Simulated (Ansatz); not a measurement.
Stackings of close-packed layers of CaO (capitals for Ca, lower case for the other element), each relaxed to a stress under 0.05 GPa; energies count from the stacking AcBaCb (Fm-3m).

Theory: Ansatz 0.2.0, DFT PBE, scalar-relativistic, plane waves, PAW.

Cutoff 420 eV, Gaussian smearing of 0.02 eV, energies at zero smearing, symmetry of each start kept, no spin polarisation.

```tsv
start	atoms	k mesh	excess energy (meV/atom)	spacing of like layers (Å)	a (Å)	gap on the mesh (eV)
AbAc	4	9×9×6	161.2	2.933	3.346	3.80
AcBc	4	9×9×6	132.1	2.920	3.336	3.23
AcBcAbCb	8	9×9×3	66.8	2.858	3.376	3.45
AcBaCbAbCaBc	12	9×9×2	45.2	2.836	3.389	3.53
AcBaCaBaCb	10	9×9×3	54.8	2.846	3.383	3.47
AcBcAcBcAbCaBaCb	16	9×9×2	67.9	2.859	3.375	3.42
```

An odd mesh misses points on the zone edge, so a gap read on it can be too wide.

Cost: 6 runs of about 13 core-minutes in all, on Arm Neoverse V1 (shared hosts).